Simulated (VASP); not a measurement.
Runs of VASP 6.6.1 on GaP. The structure is trigonal, space group R-3m (No. 166). The conventional cell has a = 3.886 Å, b = 3.886 Å, c = 19.292 Å, α = 90.00°, β = 90.00°, γ = 120.00°. Around Ga (site symmetry 3m) lie 3 P at 2.40 Å and 1 Ga at 2.49 Å. Around P (site symmetry 3m) lie 1 P at 2.21 Å and 3 Ga at 2.40 Å. Measurements of this composition are mostly on another form, of space group No. 216.

```csv
task,level,potentials or basis,cell,k mesh,cutoff (eV),mesh quality,gap on the mesh (eV),pressure (GPa),relaxed volume (Å³/atom)
relaxation of cell and atoms,PBEsol,"VASP PAW PBE potentials, release 64 (Ga_d, P)",relaxed,3 × 3 × 3,600,coarse,0.94,0.0,(c)
relaxation of cell and atoms,PBEsol,"VASP PAW PBE potentials, release 64 (Ga_d, P)",relaxed,9 × 9 × 9,600,not flagged,0.79,0.0,20.17
relaxation of cell and atoms,LDA,"VASP PAW LDA potentials, release 64 (Ga_d, P)",relaxed,9 × 9 × 9,600,not flagged,0.75,0.0,19.66
single point,PBEsol,"VASP PAW PBE potentials, release 64 (Ga_d, P)",as given,9 × 9 × 9,520,not flagged,(a),-2.9,-
relaxation of cell and atoms,RPBE,"VASP PAW PBE potentials, release 64 (Ga_d, P)",relaxed,9 × 9 × 9,600,not flagged,1.03,0.0,(b)
```

Alike in all rows: no spin polarisation; smearing gaussian 0.02 eV.

**Question.** Estimate the missing entries.

**Answer.** (a) 0.85; (b) 21.62; (c) 20.41.

Caveats: some runs use coarse meshes; an odd mesh through Γ misses points on the zone boundary, where band edges often lie; the PAW data sets were made with another functional, which shifts forces and pressure a little (some runs).

A k mesh can miss the band edges, and the runs leave out spin-orbit coupling on Ga.
